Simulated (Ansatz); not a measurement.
Density of states of TaN (P-6m2, a = 2.950 Å, b = 2.950 Å, c = 2.898 Å, α = 90.00°, β = 90.00°, γ = 120.00°), in states per eV and primitive cell, averaged over bins of 0.3 eV. Computed with DFT PBE, scalar-relativistic, plane waves, PAW (Ansatz 0.2.0).

Plane waves to 420 eV, a k mesh through Γ of 18×18×14 on the computed 2-atom cell and Gaussian smearing (0.10 eV); no spin polarisation.

The cell is relaxed at this level. The states (both spins) are summed by tetrahedra on a 27×27×21 mesh at the self-consistent density. Energies are bin centres; the table starts no lower than −8 eV and ends at 6 eV, or lower where the solved bands end.

It is a metal at this level.

```tsv
E − E_F (eV)	total	Ta 5d	N 2p	N 2s	Ta 6s
-7.90	0.88	0.28	0.48	0.02	0.08
-7.60	1.59	0.53	0.87	0.02	0.12
-7.30	1.83	0.61	1.02	0.02	0.13
-7.00	0.92	0.29	0.52	0.02	0.07
-6.70	0.80	0.25	0.47	0.02	0.04
-6.40	0.81	0.25	0.49	0.02	0.03
-6.10	0.89	0.26	0.56	0.02	0.03
-5.80	0.98	0.28	0.63	0.02	0.03
-5.50	1.60	0.45	1.06	0.01	0.04
-5.20	1.66	0.52	1.08	0.01	0.03
-4.90	1.70	0.46	1.17	0.01	0.03
-4.60	1.81	0.44	1.29	0.01	0.02
-4.30	1.89	0.46	1.37	0.01	0.01
-4.00	1.69	0.44	1.20	0.00	0.01
-3.70	0.44	0.11	0.32	0.00	0.00
-3.40	0.12	0.04	0.07	0.00	0.00
-3.10	0.18	0.12	0.06	0.00	0.00
-2.80	0.36	0.27	0.07	0.00	0.01
-2.50	0.42	0.33	0.07	0.00	0.01
-2.20	0.48	0.39	0.07	0.01	0.01
-1.90	0.58	0.47	0.08	0.01	0.01
-1.60	1.46	1.21	0.12	0.01	0.08
-1.30	1.11	0.90	0.11	0.01	0.06
-1.00	0.89	0.71	0.10	0.01	0.04
-0.70	0.84	0.66	0.10	0.01	0.02
-0.40	0.25	0.20	0.03	0.00	0.00
-0.10	0.06	0.05	0.01	0.00	0.00
0.20	0.08	0.08	0.00	0.00	0.00
0.50	0.12	0.11	0.00	0.00	0.00
0.80	0.17	0.16	0.00	0.00	0.00
1.10	0.37	0.32	0.03	0.01	0.00
1.40	0.79	0.65	0.09	0.02	0.01
1.70	0.90	0.72	0.13	0.02	0.01
2.00	1.03	0.80	0.17	0.03	0.01
2.30	1.15	0.86	0.19	0.04	0.02
2.60	1.36	1.03	0.19	0.08	0.03
2.90	1.63	1.27	0.20	0.10	0.03
3.20	1.64	1.23	0.20	0.13	0.03
3.50	1.50	1.07	0.21	0.14	0.04
3.80	1.64	1.14	0.22	0.18	0.04
4.10	2.19	1.51	0.26	0.28	0.08
4.40	2.22	1.59	0.29	0.21	0.07
4.70	1.85	1.36	0.31	0.08	0.05
5.00	1.61	1.17	0.30	0.04	0.06
5.30	1.43	1.01	0.29	0.03	0.06
5.60	1.36	0.94	0.30	0.02	0.06
```

The columns after the total are the main Löwdin projections on the occupied valence shells of the potentials; 1 other is left out. The rest of the total lies in those, in shells that are empty in the free atom, which aren't projected, and between the atoms.

Spin-orbit coupling is left out, which matters for the bands of heavy elements.

This form isn't the usual stable structure of the compound.